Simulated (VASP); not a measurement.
# CoSi (P2_13) in VASP: further runs, part 2 of 2

VASP 6.6.1. Earlier steps stand in the parts before.

## 3. Core levels, PBE, collinear spin, ferromagnetic start

INCAR

```
PREC = Accurate
ENCUT = 520
EDIFF = 1E-7
ISMEAR = 0
SIGMA = 0.02
LREAL = F
LASPH = T
NELM = 120
ALGO = Normal
ISIF = 2
LWAVE = F
LCHARG = F
ISPIN = 2
MAGMOM = 2 2 2 2 0 0 0 0
LORBIT = 11
LMAXMIX = 4
GGA = PE
ICORELEVEL = 1
```

KPOINTS

```
regular mesh
0
Gamma
  5 5 5
```

POSCAR

```
CoSi
1.0
    4.4380000000      0.0000000000      0.0000000000
    0.0000000000      4.4380000000      0.0000000000
    0.0000000000      0.0000000000      4.4380000000
Co Si
4 4
Direct
    0.8600000000      0.6400000000      0.3600000000
    0.6400000000      0.3600000000      0.8600000000
    0.3600000000      0.8600000000      0.6400000000
    0.1400000000      0.1400000000      0.1400000000
    0.1570000000      0.3430000000      0.6570000000
    0.3430000000      0.6570000000      0.1570000000
    0.6570000000      0.1570000000      0.3430000000
    0.8430000000      0.8430000000      0.8430000000
```

Potentials or basis: VASP PAW PBE potentials, release 64 (Co, Si).

The run is started by

```sh
$ cat potpaw_PBE.64/Co/POTCAR potpaw_PBE.64/Si/POTCAR > POTCAR
$ mpirun -np 1 vasp_std > vasp.out
```

OUTCAR:

```text
PREC = Accurate
   ENCUT = 520
   EDIFF = 1E-7
   ISMEAR = 0
   LREAL = F
   LASPH = T
   NELM = 120
   ISIF = 2
   ISPIN = 2
   LORBIT = 11
   GGA = PE

 ion  position               nearest neighbor table
   1  0.860  0.640  0.360-   5 2.28   6 2.33   7 2.33   8 2.33   7 2.47   8 2.47   6 2.47   2 2.72
                             2 2.72   4 2.72   4 2.72   3 2.72   3 2.72
   2  0.640  0.360  0.860-   6 2.28   5 2.33   7 2.33   8 2.33   5 2.47   7 2.47   8 2.47   1 2.72
                             1 2.72   3 2.72   3 2.72   4 2.72   4 2.72
   3  0.360  0.860  0.640-   7 2.28   6 2.33   5 2.33   8 2.33   6 2.47   5 2.47   8 2.47   4 2.72
                             2 2.72   2 2.72   4 2.72   1 2.72   1 2.72
   4  0.140  0.140  0.140-   8 2.28   6 2.33   7 2.33   5 2.33   6 2.47   5 2.47   7 2.47   1 2.72
                             3 2.72   3 2.72   1 2.72   2 2.72   2 2.72
   5  0.157  0.343  0.657-   1 2.28   2 2.33   3 2.33   4 2.33   3 2.47   4 2.47   2 2.47   8 2.75
                             6 2.75   6 2.75   8 2.75   7 2.75   7 2.75
   6  0.343  0.657  0.157-   2 2.28   1 2.33   3 2.33   4 2.33   1 2.47   3 2.47   4 2.47   8 2.75
                             5 2.75   5 2.75   7 2.75   7 2.75   8 2.75
   7  0.657  0.157  0.343-   3 2.28   2 2.33   1 2.33   4 2.33   2 2.47   1 2.47   4 2.47   8 2.75
                             8 2.75   5 2.75   6 2.75   6 2.75   5 2.75
   8  0.843  0.843  0.843-   4 2.28   2 2.33   3 2.33   1 2.33   2 2.47   1 2.47   3 2.47   5 2.75
                             6 2.75   7 2.75   7 2.75   5 2.75   6 2.75

  LATTYP: Found a simple cubic cell.
 ALAT       =     4.4380000000

  Lattice vectors:

 A1 = (   4.4380000000,   0.0000000000,   0.0000000000)
 A2 = (   0.0000000000,   4.4380000000,   0.0000000000)
 A3 = (   0.0000000000,   0.0000000000,   4.4380000000)

Analysis of symmetry for initial positions (statically):
=====================================================================
 Subroutine PRICEL returns:
 Original cell was already a primitive cell.

 Routine SETGRP: Setting up the symmetry group for a
 simple cubic supercell.

 Subroutine GETGRP returns: Found 12 space group operations
[... 490 lines left out ...]
  band No.  band energies     occupation
      1      -1.5952      1.00000
      2       3.8866      1.00000
      3       3.8866      1.00000
      4       3.8866      1.00000
      5       6.5957      1.00000
      6       6.5957      1.00000
[... 407 lines left out ...]
     34      17.6664      0.00000
     35      18.1268      0.00000

------------------------ aborting loop because EDIFF is reached ----------------------------------------

  FORCE on cell =-STRESS in cart. coord.  units (eV):
  Direction    XX          YY          ZZ          XY          YZ          ZX
  --------------------------------------------------------------------------------------
  -------------------------------------------------------------------------------------
  Total       -0.2135650     -0.2135650     -0.2135650      0.0000000     -0.0000000      0.0000000
  in kB       -3.9145228     -3.9145228     -3.9145228      0.0000000     -0.0000000      0.0000000
  external PRESSURE =      -3.9145228 kB  Pullay stress =       0.0000000 kB

 VOLUME and BASIS-vectors are now :
 -----------------------------------------------------------------------------
  energy-cutoff  :      520.00
  volume of cell :       87.41
      direct lattice vectors                 reciprocal lattice vectors
     4.438000000  0.000000000  0.000000000     0.225326724  0.000000000  0.000000000
     0.000000000  4.438000000  0.000000000     0.000000000  0.225326724  0.000000000
     0.000000000  0.000000000  4.438000000     0.000000000  0.000000000  0.225326724

 POSITION                                       TOTAL-FORCE (eV/Angst)
 -----------------------------------------------------------------------------------
      3.81668      2.84032      1.59768        -0.157495      0.157495     -0.157495
      2.84032      1.59768      3.81668         0.157495     -0.157495     -0.157495
      1.59768      3.81668      2.84032        -0.157495     -0.157495      0.157495
      0.62132      0.62132      0.62132         0.157495      0.157495      0.157495
      0.69677      1.52223      2.91577         0.017942     -0.017942      0.017942
      1.52223      2.91577      0.69677        -0.017942      0.017942      0.017942
      2.91577      0.69677      1.52223         0.017942      0.017942     -0.017942
      3.74123      3.74123      3.74123        -0.017942     -0.017942     -0.017942
 -----------------------------------------------------------------------------------
    total drift:                               -0.000000      0.000000      0.000000

  FREE ENERGIE OF THE ION-ELECTRON SYSTEM (eV)
  ---------------------------------------------------
  free  energy   TOTEN  =       -54.7249535300 eV

  energy  without entropy=      -54.7247066894  energy(sigma->0) =      -54.72483011

 total charge

# of ion       s       p       d       tot
------------------------------------------
    1        0.434   0.616   7.565   8.614
    2        0.434   0.616   7.565   8.614
    3        0.434   0.616   7.565   8.614
    4        0.434   0.616   7.565   8.614
    5        0.728   0.882   0.000   1.609
    6        0.728   0.882   0.000   1.609
    7        0.728   0.882   0.000   1.609
    8        0.728   0.882   0.000   1.609
--------------------------------------------------
tot          4.646   5.989  30.259  40.894

 magnetization (x)

# of ion       s       p       d       tot
------------------------------------------
    1        0.000   0.000  -0.000  -0.000
    2        0.000   0.000  -0.000  -0.000
    3        0.000   0.000  -0.000  -0.000
    4        0.000   0.000  -0.000  -0.000
    5        0.000   0.000   0.000   0.000
    6        0.000   0.000   0.000   0.000
    7        0.000   0.000   0.000   0.000
    8        0.000   0.000   0.000   0.000
--------------------------------------------------
tot          0.000   0.000  -0.000  -0.000
```

OSZICAR:

```text
N       E                     dE             d eps       ncg     rms          rms(c)
DAV:   1     0.354820504794E+03    0.35482E+03   -0.22004E+04  1540   0.169E+03
DAV:   2    -0.295768506301E+02   -0.38440E+03   -0.36808E+03  1540   0.370E+02
DAV:   3    -0.579644298112E+02   -0.28388E+02   -0.26940E+02  1654   0.121E+02
DAV:   4    -0.592238468346E+02   -0.12594E+01   -0.12429E+01  2018   0.229E+01
DAV:   5    -0.592736703075E+02   -0.49823E-01   -0.49770E-01  2010   0.440E+00    0.299E+01
DAV:   6    -0.672324973701E+02   -0.79588E+01   -0.12900E+02  2075   0.142E+02    0.300E+01
DAV:   7    -0.543684584237E+02    0.12864E+02   -0.53232E+01  1811   0.103E+02    0.811E+00
DAV:   8    -0.548341461613E+02   -0.46569E+00   -0.51047E+00  1848   0.126E+01    0.353E+00
DAV:   9    -0.547267020800E+02    0.10744E+00   -0.34654E-01  2089   0.696E+00    0.161E+00
DAV:  10    -0.547292699498E+02   -0.25679E-02   -0.24431E-02  2147   0.151E+00    0.720E-01
DAV:  11    -0.547244789705E+02    0.47910E-02   -0.61044E-03  2214   0.743E-01    0.282E-01
DAV:  12    -0.547249554430E+02   -0.47647E-03   -0.11135E-03  1984   0.400E-01    0.131E-01
DAV:  13    -0.547249604780E+02   -0.50350E-05   -0.12972E-04  2385   0.112E-01    0.539E-02
DAV:  14    -0.547249568236E+02    0.36544E-05   -0.21861E-05  1928   0.460E-02    0.320E-02
DAV:  15    -0.547249535973E+02    0.32263E-05   -0.76297E-06  2289   0.210E-02    0.134E-02
DAV:  16    -0.547249534536E+02    0.14367E-06   -0.12245E-06  2035   0.128E-02    0.325E-03
DAV:  17    -0.547249535300E+02   -0.76329E-07   -0.11968E-07   916   0.346E-03
   1 F= -.54724954E+02 E0= -.54724830E+02  d E =-.246841E-03  mag=     0.0001
```

Wall time 63 s (1 thread of Intel Xeon Platinum 8488C (Sapphire Rapids), shared host); peak memory 0.26 GiB.

What came out:

| Quantity | Value |
| --- | --- |
| Free energy | -54.7250 eV |
| Pressure | -0.4 GPa |
| Largest force | 0.273 eV/Å |
| Band gap on the k mesh | none (metal or under the smearing width) |
| Net moment | 0.00 μB per cell |
| Valence electrons inside the program's atomic spheres | Co 8.61; Si 1.61 |

Forces on the atoms (eV/Å):
```
Co  -0.157  0.157 -0.157
Co   0.157 -0.157 -0.157
Co  -0.157 -0.157  0.157
Co   0.157  0.157  0.157
Si   0.018 -0.018  0.018
Si  -0.018  0.018  0.018
Si   0.018  0.018 -0.018
Si  -0.018 -0.018 -0.018
```

Core levels (eV, on the scale of the bands):
```csv
atom,levels
1 Co,"1s -7573.5, 2s -879.8, 2p -750.8, 3s -82.8, 3p -46.1"
2 Co,"1s -7573.5, 2s -879.8, 2p -750.8, 3s -82.8, 3p -46.1"
3 Co,"1s -7573.5, 2s -879.8, 2p -750.8, 3s -82.8, 3p -46.1"
4 Co,"1s -7573.5, 2s -879.8, 2p -750.8, 3s -82.8, 3p -46.1"
5 Si,"1s -1768.7, 2s -122.5, 2p -78.5"
6 Si,"1s -1768.7, 2s -122.5, 2p -78.5"
```

Caveat: the starting moments collapsed, and a magnetic state may lie lower.

## 4. Phonons, PBE, collinear spin, ferromagnetic start

POSCAR is that of step 3.

INCAR.step1

```
ALGO = Fast
EDIFF = 1E-8
EDIFFG = -0.002
ENCUT = 600
GGA = PE
IBRION = 2
ISIF = 3
ISMEAR = 0
ISPIN = 2
LASPH = True
LCHARG = False
LMAXMIX = 4
LORBIT = 11
LREAL = False
LWAVE = False
MAGMOM = 2 2 2 2 0 0 0 0
NELM = 120
NSW = 40
PREC = Accurate
SIGMA = 0.02
```

INCAR.step2

```
ALGO = Fast
EDIFF = 1E-8
ENCUT = 600
GGA = PE
IBRION = 6
ISIF = 2
ISMEAR = 0
ISPIN = 2
LASPH = True
LCHARG = False
LMAXMIX = 4
LORBIT = 11
LREAL = False
LWAVE = False
MAGMOM = 2 2 2 2 0 0 0 0
NELM = 120
NFREE = 2
NSW = 1
POTIM = 0.015
PREC = Accurate
SIGMA = 0.02
```

KPOINTS

```
k-points
0
Gamma
  4 4 4
```

Potentials or basis: VASP PAW PBE potentials, release 64 (Co, Si).

The run is started by

```sh
$ cat potpaw_PBE.64/Co/POTCAR potpaw_PBE.64/Si/POTCAR > POTCAR
$ cp INCAR.step1 INCAR
$ mpirun -np 1 vasp_std > vasp.out
$ cp CONTCAR POSCAR
$ cp INCAR.step2 INCAR
$ mpirun -np 1 vasp_std > vasp.out
```

OUTCAR:

```text
EDIFF = 1E-8
   ENCUT = 600
   GGA = PE
   IBRION = 6
   ISIF = 2
   ISMEAR = 0
   ISPIN = 2
   LASPH = True
   LORBIT = 11
   LREAL = False
   NELM = 120
   NFREE = 2
   NSW = 1
   POTIM = 0.015
   PREC = Accurate

 ion  position               nearest neighbor table
   1  0.855  0.645  0.355-   5 2.32   6 2.34   7 2.34   8 2.34   8 2.43   6 2.43   7 2.43   2 2.72
                             2 2.72   3 2.72   4 2.72   3 2.72   4 2.72
   2  0.645  0.355  0.855-   6 2.32   7 2.34   5 2.34   8 2.34   8 2.43   7 2.43   5 2.43   1 2.72
                             1 2.72   3 2.72   3 2.72   4 2.72   4 2.72
   3  0.355  0.855  0.645-   7 2.32   5 2.34   6 2.34   8 2.34   8 2.43   5 2.43   6 2.43   1 2.72
                             4 2.72   2 2.72   2 2.72   1 2.72   4 2.72
   4  0.145  0.145  0.145-   8 2.32   6 2.34   7 2.34   5 2.34   7 2.43   6 2.43   5 2.43   2 2.72
                             3 2.72   1 2.72   3 2.72   1 2.72   2 2.72
   5  0.157  0.343  0.657-   1 2.32   3 2.34   2 2.34   4 2.34   4 2.43   3 2.43   2 2.43   6 2.74
                             7 2.74   8 2.74   6 2.74   7 2.74   8 2.74
   6  0.343  0.657  0.157-   2 2.32   1 2.34   3 2.34   4 2.34   4 2.43   1 2.43   3 2.43   5 2.74
                             7 2.74   8 2.74   5 2.74   7 2.74   8 2.74
   7  0.657  0.157  0.343-   3 2.32   2 2.34   1 2.34   4 2.34   4 2.43   2 2.43   1 2.43   5 2.74
                             6 2.74   8 2.74   6 2.74   5 2.74   8 2.74
   8  0.843  0.843  0.843-   4 2.32   2 2.34   3 2.34   1 2.34   2 2.43   1 2.43   3 2.43   5 2.74
                             6 2.74   7 2.74   7 2.74   5 2.74   6 2.74

  LATTYP: Found a simple cubic cell.
 ALAT       =     4.4297103271

  Lattice vectors:

 A1 = (   4.4297103271,   0.0000000000,   0.0000000000)
 A2 = (   0.0000000000,   4.4297103271,   0.0000000000)
 A3 = (   0.0000000000,   0.0000000000,   4.4297103271)
[... 2259 lines left out ...]

 INTERNAL STRAIN TENSOR FOR ION    1 for displacements in x,y,z  (eV/Angst):
          X           Y           Z          XY          YZ          ZX
  --------------------------------------------------------------------------------
  x     2.72886     0.86460     0.44839    -1.61829    -1.64624    -2.57638
  y    -0.44839    -2.72886    -0.86460    -2.57638     1.61829    -1.64624
  z     0.86460     0.44839     2.72886    -1.64624     2.57638     1.61829

 INTERNAL STRAIN TENSOR FOR ION    8 for displacements in x,y,z  (eV/Angst):
          X           Y           Z          XY          YZ          ZX
  --------------------------------------------------------------------------------
  x    -2.03879    -0.56771     0.45340     0.78593     1.64657    -0.42356
  y     0.45340    -2.03879    -0.56771    -0.42356     0.78593     1.64657
  z    -0.56771     0.45340    -2.03879     1.64657    -0.42356     0.78593

 Eigenvectors and eigenvalues of the dynamical matrix
 ----------------------------------------------------

   1 f  =   12.652755 THz    79.499603 2PiTHz  422.050468 cm-1    52.327565 meV
             X         Y         Z           dx          dy          dz
      3.786619  2.857946  1.571764     0.018710    0.037581    0.167307
      2.857946  1.571764  3.786619     0.045019    0.149068   -0.047410
      1.571764  3.786619  2.857946     0.178365   -0.005662   -0.015943
      0.643091  0.643091  0.643091     0.152057    0.105825    0.135841
      0.694577  1.520278  2.909433    -0.080405    0.228669   -0.192641
      1.520278  2.909433  0.694577     0.145762   -0.064645    0.018967
      2.909433  0.694577  1.520278    -0.205062   -0.143080    0.289478
      3.735133  3.735133  3.735133    -0.431228   -0.436394   -0.463152
[... 243 lines left out ...]
  24 f/i=    0.002767 THz     0.017386 2PiTHz    0.092300 cm-1     0.011444 meV
             X         Y         Z           dx          dy          dz
      3.786619  2.857946  1.571764    -0.288754   -0.287759   -0.054929
      2.857946  1.571764  3.786619    -0.288721   -0.287772   -0.055029
      1.571764  3.786619  2.857946    -0.288791   -0.287929   -0.054860
      0.643091  0.643091  0.643091    -0.288823   -0.287943   -0.055099
      0.694577  1.520278  2.909433    -0.199457   -0.198800   -0.037941
      1.520278  2.909433  0.694577    -0.199458   -0.198787   -0.037997
      2.909433  0.694577  1.520278    -0.199395   -0.198792   -0.038004
      3.735133  3.735133  3.735133    -0.199393   -0.198780   -0.037933

 ELASTIC MODULI CONTR FROM IONIC RELAXATION (kBar)
 Direction    XX          YY          ZZ          XY          YZ          ZX
 --------------------------------------------------------------------------------
 XX         -97.5451    -47.5570    -47.5570     -0.0000     -0.0000      0.0000
 YY         -47.5570    -97.5451    -47.5570      0.0000      0.0000      0.0000
 ZZ         -47.5570    -47.5570    -97.5451     -0.0000      0.0000     -0.0000
 XY          -0.0000     -0.0000      0.0000    -91.2415      0.0000     -0.0000
 YZ          -0.0000      0.0000      0.0000      0.0000    -91.2415     -0.0000
 ZX           0.0000     -0.0000     -0.0000     -0.0000     -0.0000    -91.2415
 --------------------------------------------------------------------------------

 total charge

# of ion       s       p       d       tot
------------------------------------------
    1        0.437   0.617   7.567   8.620
    2        0.437   0.617   7.567   8.620
    3        0.437   0.617   7.567   8.620
    4        0.437   0.617   7.567   8.620
    5        0.725   0.884   0.000   1.609
    6        0.725   0.884   0.000   1.609
    7        0.725   0.884   0.000   1.609
    8        0.725   0.884   0.000   1.609
--------------------------------------------------
tot          4.646   6.004  30.267  40.917

 magnetization (x)

# of ion       s       p       d       tot
------------------------------------------
    1        0.000  -0.000   0.000   0.000
    2        0.000  -0.000   0.000   0.000
    3        0.000  -0.000   0.000   0.000
    4        0.000  -0.000   0.000   0.000
    5        0.000  -0.000   0.000   0.000
    6        0.000  -0.000   0.000   0.000
    7        0.000  -0.000   0.000   0.000
    8        0.000  -0.000   0.000   0.000
--------------------------------------------------
tot          0.000  -0.000   0.000   0.000
```

It took 17 min on 1 thread of Intel Xeon Platinum 8488C (Sapphire Rapids), shared host; peak memory 0.49 GiB.

Results:

```
Relaxed volume                                          : 10.87 Å³/atom
Relaxed cell                                            : a = 4.430 Å, b = 4.430 Å, c = 4.430 Å, α = 90.00°, β = 90.00°, γ = 90.00°
Space group after relaxing (to 0.05 Å)                  : P2_13 (No. 198)
Net moment                                              : 0.00 μB per cell
Valence electrons inside the program's atomic spheres   : Co 8.62; Si 1.61
Highest phonon frequency at Γ, LO-TO splitting left out : 422 cm⁻¹
```

Step by step:
```csv
step,energy change (eV),largest force (eV/Å),pressure (GPa),volume (Å³)
1,0.0000,0.2743,-0.41,87.41
2,-0.0126,0.1896,0.18,87.06
3,-0.0198,0.0781,1.17,86.54
4,-0.0181,0.0674,-1.80,87.57
5,-0.0223,0.0537,-0.14,86.99
6,-0.0227,0.0121,-0.01,86.92
7,-0.0228,0.0024,0.02,86.91
8,-0.0228,0.0026,0.02,86.91
9,-0.0228,0.0016,-0.02,86.92
```

Final structure:
```cif
data_structure
_symmetry_space_group_name_H-M 'P 1'
_symmetry_Int_Tables_number 1
_cell_length_a 4.4297
_cell_length_b 4.4297
_cell_length_c 4.4297
_cell_angle_alpha 90.000
_cell_angle_beta 90.000
_cell_angle_gamma 90.000
_cell_volume 86.92
loop_
_atom_site_label
_atom_site_type_symbol
_atom_site_fract_x
_atom_site_fract_y
_atom_site_fract_z
_atom_site_occupancy
Co1 Co 0.85482 0.64518 0.35482 1
Co2 Co 0.64518 0.35482 0.85482 1
Co3 Co 0.35482 0.85482 0.64518 1
Co4 Co 0.14518 0.14518 0.14518 1
Si1 Si 0.15680 0.34320 0.65680 1
Si2 Si 0.34320 0.65680 0.15680 1
Si3 Si 0.65680 0.15680 0.34320 1
Si4 Si 0.84320 0.84320 0.84320 1
```

Phonon frequencies in cm⁻¹ (negative: imaginary):
```csv
q point,frequencies
"(0.000, 0.000, 0.000)",0 0 0 188 200 200 218 218 218 242 242 242 308 308 308 312 312 347 347 347 361 422 422 422
```

Caveat: the starting moments collapsed, and a magnetic state may lie lower.

## 5. The reference run

An earlier run on the cell as given: functional PBE; potentials or basis VASP PAW PBE potentials, release 64 (Co, Si); cutoff 520 eV; k mesh 6 × 6 × 6; occupations fermi-dirac, width 0.05 eV; collinear spin, ferromagnetic start; starting moments [2.0, 2.0, 2.0, 2.0, 0.0, 0.0, 0.0, 0.0] μB.

- Pressure: -0.4 GPa
- Largest force: 0.270 eV/Å
- Band gap on the k mesh: none (metal or under the smearing width)
- Net moment: 0.00 μB per cell
- Valence electrons inside the program's atomic spheres: Co 8.61; Si 1.61
